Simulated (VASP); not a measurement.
A run of VASP 6.6.1 is set up as follows.

INCAR

```
ALGO     = Normal         # electronic algorithm
EDIFF    = 1E-6           # SCF threshold, eV
ENCUT    = 450            # plane-wave cutoff, eV
GGA      = PE             # functional
ISIF     = 2              # what is computed and relaxed
ISMEAR   = 0              # smearing method
LASPH    = True           # aspherical terms in the spheres
LCHARG   = True           # write CHGCAR
LELF     = True           # ELF
LREAL    = False          # projectors in reciprocal space
LVHAR    = True         
LWAVE    = False          # write WAVECAR
NELM     = 80             # most SCF steps
PREC     = Accurate       # precision mode
SIGMA    = 0.02           # smearing width, eV
```

KPOINTS

```
k-points
0
Gamma
  5 5 5
```

POSCAR

```
HfB
1.0
    0.0000000000      2.3100000000      2.3100000000
    2.3100000000      0.0000000000      2.3100000000
    2.3100000000      2.3100000000      0.0000000000
Hf B
1 1
Direct
    0.5000000000      0.5000000000      0.5000000000
    0.0000000000      0.0000000000      0.0000000000
```

Potentials or basis: VASP PAW PBE potentials, release 64 (Hf_sv_GW, B_GW).

Command:

```sh
$ cat potpaw_PBE.64/Hf_sv_GW/POTCAR potpaw_PBE.64/B_GW/POTCAR > POTCAR
$ mpirun -np 1 vasp_std > vasp.out
```

(1) Predict the pressure.

(2) Predict the band gap on the k mesh.

Answers

(1) 31.2 GPa.

(2) none (metal or under the smearing width).

Caveat: the k mesh is coarse (spacing up to 0.47 Å⁻¹), so the values aren't converged; a pressure of tens of GPa on the cell as given is suspect, and the run, the potentials or the cell itself is likely at fault.
